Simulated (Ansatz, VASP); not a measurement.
**Fe in VASP and in Ansatz**

File INCAR:

```
SYSTEM = Fe
PREC     = Accurate       ! precision mode
ENCUT    = 600            ! plane-wave cutoff, eV
EDIFF    = 1E-7           ! SCF threshold, eV
ISMEAR   = -1             ! smearing method
SIGMA    = 0.05           ! smearing width, eV
LREAL    = .False.        ! projectors in reciprocal space
LASPH    = .True.         ! aspherical terms in the spheres
NELM     = 150            ! most SCF steps
ALGO     = Normal         ! electronic algorithm
ISIF     = 3              ! what is computed and relaxed
LWAVE    = .False.        ! write WAVECAR
LCHARG   = .False.        ! write CHGCAR
ISPIN    = 2              ! spin polarisation
MAGMOM   = 3              ! initial moments
LORBIT   = 11             ! projections on sites
LMAXMIX  = 4              ! l up to which the mixer works
GGA      = PE             ! functional
IBRION   = 2              ! ionic algorithm
NSW      = 40             ! ionic steps
EDIFFG   = -0.005         ! ionic threshold
```

KPOINTS

```
Automatic mesh
0
Gamma
  13 13 13
  0 0 0
```

File POSCAR:

```
Fe
1.0
   -1.4430000000      1.4430000000      1.4430000000
    1.4430000000     -1.4430000000      1.4430000000
    1.4430000000      1.4430000000     -1.4430000000
Fe
1
Direct
    0.0000000000      0.0000000000      0.0000000000
```

input.yaml

```yaml
crystal:
  lattice:
    - [-1.443, 1.443, 1.443]
    - [1.443, -1.443, 1.443]
    - [1.443, 1.443, -1.443]
  atoms:
    - { symbol: Fe, position: [0.0, 0.0, 0.0], spin: 3.0 }
hamiltonian:
  xc: pbe
  pseudopotentials: { kind: paw }
magnetization:
  spin_polarized: true
kpoints:
  mp_grid: { grid: [13, 13, 13] }
scf:
  occupations: { method: fermi_dirac, width: 0.05 }
output:
  forces: true
  stress: true
  write_density: true
  write_potential: true
  elf: true
  volumetric_format: npy
relax:
  f_tol: 0.01
  max_steps: 40
  cell: { stress_tol: 0.05 }
```

Alike in both runs: task relaxation of cell and atoms; functional PBE; k mesh 13 × 13 × 13; occupations fermi-dirac, width 0.05 eV; collinear spin, ferromagnetic start.

|  | VASP | Ansatz |
| --- | --- | --- |
| version | VASP 6.6.1 | Ansatz 0.2.0 |
| potentials or method | VASP PAW PBE potentials, release 64 (Fe) | Ansatz PAW |
| plane-wave cutoff (eV) | 600 | 420 |
| valence electrons in the cell | 8 | 16 |

```tsv
	VASP	Ansatz	Ansatz less VASP
gap on the k mesh at the Fermi level, each at its own relaxed structure (eV)	none	none	-
net moment per atom (μB)	2.13	2.12	-0.012
size of the moment on the site where the two differ most (μB)	2.13	2.16	+0.037
relaxed volume (Å³/atom)	11.30	11.31	+0.011
relaxed cell length with the largest relative difference (Å)	2.448	2.449	+0.0008
energy change over the relaxation (meV/atom)	-23	-24	-0.1
```

Site moments also hang on the region over which each program counts them. A gap of «none» marks a metal or a gap that the smearing closes. The two sets of potentials don't hold the same shells in valence.

Caveats: the plane-wave basis is chosen anew once the cell has moved, so the energies of steps on either side of that aren't comparable (Ansatz).
